Cadmium selenide is a semiconductor whose upper valence electrons sit mostly on selenium. The density of states (DOS) tells how many states the crystal offers per eV at each energy. Multiplied by a width in energy, it becomes a number of electrons, as long as the states lie below the gap. The other columns give the parts of the total that belong to single atomic shells. In the column heads, j2.5, j1.5 and j0.5 stand for the total angular momentum $j=5/2$, $3/2$ and $1/2$, in which an electron's orbital motion and spin are combined.

Density of states of zincblende CdSe (2 atoms per cell, a = 6.197 Å) from Ansatz 0.2.0: PBE with spin-orbit coupling, plane-wave PAW, cutoff 420 eV, 10×10×10 k mesh. Energies are counted from the Fermi level; values are tetrahedron-method averages over bins of 0.2 eV, with every second bin listed. Shell columns are Löwdin projections summed over sites.

```csv
energy (eV),density of states total (states/eV/cell),DOS Cd 4d j2.5 (states/eV/cell),DOS Se 4p j1.5 (states/eV/cell),DOS Se 4p j0.5 (states/eV/cell),DOS Cd 5s j0.5 (states/eV/cell),DOS Cd 4d j1.5 (states/eV/cell)
-7.95,?,?,?,?,?,?
-7.55,?,?,?,?,?,?
-7.15,?,?,?,?,?,?
-6.75,0,0,0,0,0,0
-6.35,0,0,0,0,0,0
-5.95,0,0,0,0,0,0
-5.55,0,0,0,0,0,0
-5.15,0,0,0,0,0,0
-4.75,0,0,0,0,0,0
-4.35,0.14,0,0.06,0.04,0.04,0
-3.95,3.18,0.05,1.41,0.54,1.07,0.02
-3.55,0.78,0.02,0.3,0.17,0.22,0.01
-3.15,0.42,0.02,0.16,0.1,0.11,0.01
-2.75,0.26,0.01,0.09,0.06,0.06,0
-2.35,2.01,0.05,1.11,0.66,0.07,0.02
-1.95,2.24,0.05,1.35,0.65,0.05,0.02
-1.55,2.49,0.06,1.51,0.74,0.04,0.03
-1.15,2.35,0.07,1.47,0.67,0.02,0.04
-0.75,1.17,0.03,0.81,0.26,0.01,0.02
-0.35,0.25,0.01,0.22,0.02,0,0.01
0.05,0,0,0,0,0,0
0.45,0,0,0,0,0,0
0.85,0.02,0,0,0,0.01,0
1.25,0.06,0,0.01,0,0.03,0
1.65,0.11,0,0.02,0.01,0.06,0
2.05,0.29,0,0.06,0.02,0.16,0
2.45,0.67,0,0.12,0.06,0.35,0
2.85,0.77,0,0.15,0.07,0.39,0
3.25,1.6,0,0.23,0.12,0.6,0
3.65,1.53,0,0.25,0.12,0.56,0
4.05,0.77,0,0.12,0.06,0.24,0
4.45,0.75,0,0.07,0.02,0.11,0
4.85,1.17,0,0.07,0.03,0.08,0
5.25,1.79,0,0.07,0.02,0.07,0
```

**(a) Which electrons fill the band between -4.35 and -0.35 eV, and which must lie deeper?**

*Solution.* Each row is a sample that stands for 0.4 eV, the distance to the next row. Added up in this way, the band holds about 6.1 states. The atoms bring two Cd 5s and four Se 4p electrons, so six is the number that chemistry expects for this band.

About 5.0 of these states are Se 4p and 0.7 are Cd 5s. The cadmium share is uneven: Cd 5s makes up 34 % of the DOS at -3.95 eV, but only about 1 % at -1.15 eV. The floor of the band is where Cd 5s and Se 4p combine in phase and bond. At the very top, which in this crystal belongs to electron waves that repeat unchanged from cell to cell, symmetry forbids this mixing. What remains there is mostly Se 4p, with a little Cd 4d.

Cadmium also has ten 4d electrons, yet the 4d columns supply only about 0.2 state to this band. From -6.75 to -4.75 eV the listed rows are empty. Unless the 4d electrons hide in the narrow gaps between the bins, which is unlikely for ten of them, they must lie lower still. So must the two Se 4s electrons, which are known to lie deeper than the 4d shell.

**(b) Predict the total DOS at -7.95, -7.55 and -7.15 eV, and say which 4d electrons should be found there.**

*Solution.* The 4d orbitals are compact, and each cadmium atom has only selenium as nearest neighbours. The 4d orbitals of different cadmium atoms therefore hardly overlap, and the band they form is narrow. A narrow band that holds ten electrons must be tall, so the forecast depends on where it stands.

PBE calculations put it roughly 7.5 eV below the valence top, a recalled figure. Here that depth is counted from the table's zero, as if the valence top lay exactly there. Spin-orbit coupling then splits the band. A shell with $j$ holds $2j+1$ electrons, so six belong to $j=5/2$ and four to $j=3/2$, and the $j=5/2$ group lies higher.

For the splitting I take the free ion's value, roughly 0.7 eV. The average energy of the ten electrons should stay put, so the smaller group moves further than the larger one:

$$E_{5/2}=-7.5+\tfrac{4}{10}\times0.7=-7.22\ \text{eV},\qquad E_{3/2}=-7.5-\tfrac{6}{10}\times0.7=-7.92\ \text{eV}.$$

Let each group be a flat box 0.4 eV wide, which is a guess. The box for $j=5/2$ reaches 0.2 eV to either side of its centre, so it covers the row at -7.15 eV. Its height is

$$\frac{6\ \text{states}}{0.4\ \text{eV}}=15\ \text{states/eV}.$$

The other box covers -7.95 eV with a height of $4/0.4=10$. The row at -7.55 eV falls between the two.

The number of electrons is certain, but their position is not. The ranges allow both boxes to move by 0.3 eV and to be as narrow as 0.25 eV:

| Energy (eV) | Forecast total DOS (states/eV/cell) | Range | $j=5/2$ share of the 4d weight |
|---|---|---|---|
| -7.95 | 10 | 0 to 16 | 10 ± 10 % |
| -7.55 | 0 | 0 to 24 | 50 ± 50 % |
| -7.15 | 15 | 0 to 24 | 90 ± 10 % |

The shares of 10 and 90 %, in place of 0 and 100 %, leave room for some mixing of the two groups by the crystal. The middle row could belong to either group, so its share is left open.

The lower end of each range is zero for a further reason. Measured 4d levels lie roughly 10 eV below the valence top, and if the calculation agreed with them, these rows would be empty. PBE is known to place such levels too high. It lets an electron in a compact shell feel part of its own repulsion, which pushes the shell up.

One more forecast comes from the known rows. When a Se 4p and a Cd 4d orbital mix, they form two new states, and what one state gains in 4d character the other gains in 4p character. The upper band has borrowed 0.22 state of Cd 4d. If only these two shells mix, the ten states of the 4d band must contain the same amount of Se 4p. That is $0.22/10$, or about 2 %, with a range of 1 to 6 % for the three rows taken together.

**(c) Compare the forecasts with the calculation. What was wrong, and what held?**

The withheld rows as computed:

```csv
energy (eV),density of states total (states/eV/cell),DOS Cd 4d j2.5 (states/eV/cell),DOS Se 4p j1.5 (states/eV/cell),DOS Se 4p j0.5 (states/eV/cell),DOS Cd 5s j0.5 (states/eV/cell),DOS Cd 4d j1.5 (states/eV/cell)
-7.95,3.05,0.19,0.02,0,0.01,2.76
-7.55,16.54,15.93,0.15,0.17,0.03,0.23
-7.15,2.3,2.08,0.01,0,0.01,0.06
```

*Solution.* The heights came out in the wrong places. The row forecast to be empty, at -7.55 eV, is the tallest of the three, with a DOS of 16.5. The row at -7.15 eV has 2.3 where 15 was forecast, and the row at -7.95 eV has about 3 where 10 was forecast. All three values lie inside their ranges, but ranges that wide are easy to hit.

The pattern of the misses is simple: the peak lies lower than forecast. Much of this comes from the choice of zero. The table counts energies from a Fermi level inside the gap, and the band edges of the same calculation put the valence top 0.19 eV below it. The forecast treated the two as one, so it set both boxes too high by that amount.

Slide the boxes down by 0.19 eV, and the one for $j=5/2$ runs from -7.61 to -7.21 eV. It now fills most of the bin at -7.55 eV and only the edge of the bin at -7.15 eV. Averaged over each bin, the model gives about 7, 12 and 3 from the lowest row to the highest, so the tallest row is the right one. The misses that remain may come from the recalled depth, the splitting or the guessed shape of the boxes. The correction is not fitted to the peak, but it was made after seeing the answer and is no new forecast.

The order of the two groups held. The 4d weight is 97 % $j=5/2$ at -7.15 eV and only 6 % at -7.95 eV, both within the forecast. At -7.55 eV, where the forecast was open, it is 99 %. The crystal thus mixes the two groups very little in these rows, as it should when spin-orbit coupling outweighs the spread of the band.

The exchange between selenium and cadmium held too. Se 4p makes up 1.6 % of the DOS in the three rows, against the 2 % forecast. The agreement supports the picture of two shells that trade character, though the three bins contain only 4.4 of the ten 4d states. The printed output after this text lists the forecasts, which come from electron counts and the rough values above, beside the computed results.

One reason explains why the order of the two groups held while the heights failed. The number of electrons in a closed shell and the order of its spin-orbit partners follow from the atom, and a small shift in energy leaves them alone. The height at a chosen energy is different: when a band is only a few tenths of an eV wide, an error of that size can turn a peak into an empty row. Within a broad, flat stretch of a band the same error would matter much less. The selenium band has such a stretch from -2.35 to -1.15 eV, where the listed values stay between 2.01 and 2.49, but not at its floor, where the DOS changes steeply. Two calculated spectra of a semiconductor should therefore first be lined up at the valence top. Even then it is safer to compare the area and the centre of a narrow peak than its height at a fixed energy.

Most of one group is still missing. The bin at -7.95 eV is 0.2 eV wide and contains about $3\times0.2=0.6$ state, nearly all of it $j=3/2$, while that group has four. The rest may lie below -8.05 eV, where the free ion's splitting would put it, or between the rows at -7.95 and -7.55 eV, which would mean a much smaller splitting. The first is to be expected, because so compact a shell keeps most of the splitting it has in the free ion, but the listed rows do not show it. One more row on each side of -7.95 eV would settle the matter.

Printed output of the fit:

```
States in the upper valence band, estimated from its rows: 6.116
Se 4p states in the upper valence band: 4.96
Cd 5s states in the upper valence band: 0.676
Cd 4d states in the upper valence band: 0.22
Cd 5s share at -3.95 eV in percent: 33.65
Cd 5s share at -1.15 eV in percent: 0.8511
Model centres of the j 5/2 and j 3/2 groups, their mean weighted by states, in eV: -7.5
Forecast total DOS at -7.95, -7.55, -7.15 eV in states/eV/cell: -7.95 10, -7.55 0, -7.15 15
Upper end of the forecast range, same rows: -7.95 16, -7.55 24, -7.15 24
Forecast Se 4p share of the three withheld rows in percent: 2.2
Computed total DOS, same rows: -7.95 3.05, -7.55 16.54, -7.15 2.3
Miss, computed less forecast, same rows: -7.95 -6.95, -7.55 16.54, -7.15 -12.7
Computed j 5/2 share of the Cd 4d weight in percent, same rows: -7.95 6.441, -7.55 98.58, -7.15 97.2
Miss of that share, computed less forecast, in percentage points: -7.95 -3.559, -7.55 48.58, -7.15 7.196
Computed Se 4p share of the three rows in percent: 1.599
Miss of the Se 4p share in percentage points: -0.6011
States inside the three withheld bins of 0.2 eV alone: 4.378
```
